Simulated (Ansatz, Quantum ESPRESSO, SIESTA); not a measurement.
**Al2O3: 4 runs at one level of theory**

```
CELL_PARAMETERS angstrom
3.01748 0.00000 0.00000
-1.50874 2.61322 0.00000
0.00000 0.00000 7.57464
ATOMIC_POSITIONS crystal
Al 0.00000 0.00000 0.72205
Al 0.00000 0.00000 0.27795
O 0.00000 0.00000 0.50000
O 0.66667 0.33333 0.80055
O 0.33333 0.66667 0.19945
```

Measurements of this composition are mostly on another form, of space group No. 167.

Alike in all runs: task band structure; functional LDA; k mesh 10 × 10 × 4; occupations fermi-dirac, width 0.05 eV; no spin polarisation; no spin-orbit coupling. LDA stands for any of its common fits. Pressure is positive in compression and, in plane waves, holds the error of the finite cutoff, which Ansatz's Pulay term estimates and takes out. Gaps are the smaller of the mesh's and the band path's.

| program and potentials | plane-wave cutoff (eV) | notes | band gap (eV) | pressure (GPa) | largest force (eV/Å) |
| --- | --- | --- | --- | --- | --- |
| Ansatz, Ansatz PAW | 420 | potentials made for PBE, which Ansatz adapts in part; Pulay term of +0.83 GPa included | 2.20 | -8.33 | 0.459 |
| Ansatz, all-electron LAPW, scalar-relativistic | - | - | 2.23 | -8.09 | 0.465 |
| Quantum ESPRESSO, GBRV 1.5 LDA | 612 | - | 2.21 | -7.25 | 0.399 |
| SIESTA, files PseudoDojo sr-lda-0.4.1-standard, DZP (energy shift 0.003 Ry) | - | atomic basis | 2.14 | -7.34 | 0.303 |

Force on atom 4 (O), eV/Å:

```tsv
program and potentials	x	y	z
Ansatz, Ansatz PAW	0.000	0.000	-0.459
Ansatz, all-electron LAPW, scalar-relativistic	0.000	0.000	-0.465
Quantum ESPRESSO, GBRV 1.5 LDA	0.000	0.000	-0.399
SIESTA, files PseudoDojo sr-lda-0.4.1-standard, DZP (energy shift 0.003 Ry)	0.000	0.000	-0.097
```

The band gap spans 2.14 (SIESTA, files PseudoDojo sr-lda-0.4.1-standard, DZP (energy shift 0.003 Ry)) to 2.23 eV (Ansatz, all-electron LAPW, scalar-relativistic), with all-electron results at 2.23. The pressure spans -8.33 (Ansatz, Ansatz PAW) to -7.25 GPa (Quantum ESPRESSO, GBRV 1.5 LDA), with all-electron results at -8.09. Rows in atomic bases carry the error of their basis and grid, which can be large.

Differences between rows come from potentials, basis sets and numerical settings, since the functional is the same but for its coding. Runs on potential files found faulty are left out.
